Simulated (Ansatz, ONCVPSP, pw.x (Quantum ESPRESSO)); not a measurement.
## Equation-of-state test of one ONCV potential (In (Z = 49))

```json
{
  "Element": "indium",
  "Generator": "ONCVPSP 4.0.1.1 (patched build)",
  "Type": "optimised norm-conserving Vanderbilt (ONCV)",
  "Functional": "PBE",
  "Relativity": "scalar-relativistic",
  "Frozen core": "[Kr] 4d10",
  "Valence charge": "3",
  "Reference configuration": "5s2 5p1",
  "Partial waves": "5s: rc 2.30 bohr, ncon 3, nbas 6, qcut 2.4 1/bohr, 2 projectors, debl 3.4 Ha; 5p: rc 2.25 bohr, ncon 5, nbas 8, qcut 2.7 1/bohr, 1 projector; d scattering state at 0.02 Ha: rc 2.45 bohr, ncon 4, nbas 7, qcut 3.3 1/bohr, 2 projectors, debl 2.9 Ha",
  "Local potential": "polynomial inside 2.15 bohr (lpopt 5, dvloc0 0 Ha)",
  "Core correction": "Teter function fitted to the true core (icmod 2), fcfact 0.55"
}
```

Atomic tests: cutoffs needed: 13 Ha and 23 Ha (the cutoffs (Ha) at which the residual kinetic energy of the hardest occupied pseudo-wave falls to 1 and 0.1 mHa per electron) The cutoffs count occupied waves only; projector 2 of the d channel, the hardest unoccupied one, needs 39 Ha at the loose tolerance.; ghost test: no bound ghost flagged; GHOST(+) flagged for s at 98.4 eV, d at 358.3 eV; largest excitation error: -187 meV (all-electron minus pseudo) for 5s1 5p0, out of 4 test configurations.

Crystal test: bcc In in pw.x 7.5, no spin, 12³ k-points, Fermi–Dirac smearing 0.01 Ry, cutoffs 55/220 Ry. The reference is all-electron LAPW (Ansatz 0.2.0) with the same functional, mesh and smearing; V0 and B0 come from Birch–Murnaghan fits to the pressures at five volumes. Errors are pseudo minus all-electron; Δ is the rms difference of the E(V) curves that follow from these fits, minima aligned, over ±6 % about the mean V0. Mesh and smearing are coarse, so the numbers serve the comparison and aren't converged zero-temperature values; the lattice is a test structure that the element need not adopt.

```
V (Å³/atom)  P all-electron (GPa)  P pseudo (GPa)
     26.725                  1.56           -1.24
     27.429                  0.54           -2.05
     28.132                 -0.33           -2.73
     28.835                 -1.07           -3.29
     29.539                 -1.70           -3.76
```

All-electron: a0 = 3.819 Å (V0 = 27.85 Å³/atom), B0 = 33.9 GPa.

Pseudopotential: mean pressure error (GPa): -2.42. The pressure does not cross zero within the volumes sampled, so no fit is given. This is a poor potential for the solid.

Task: At the middle volume, how do free energy and pressure move when the wave cutoff is lowered (ecutrho kept at four times it)?

Result:

| cutoff (Ry) | shift of F (meV/atom) | shift of P (GPa) |
| --- | --- | --- |
| 25 | +144.6 | +0.65 |
| 33 | +67.5 | +0.72 |
| 44 | +39.0 | +0.35 |

The run at the middle volume (72 k-points, 6 iterations) took about 18 s on one core of a shared host (Neoverse-N1, 64 threads, 124 GiB, load 45).
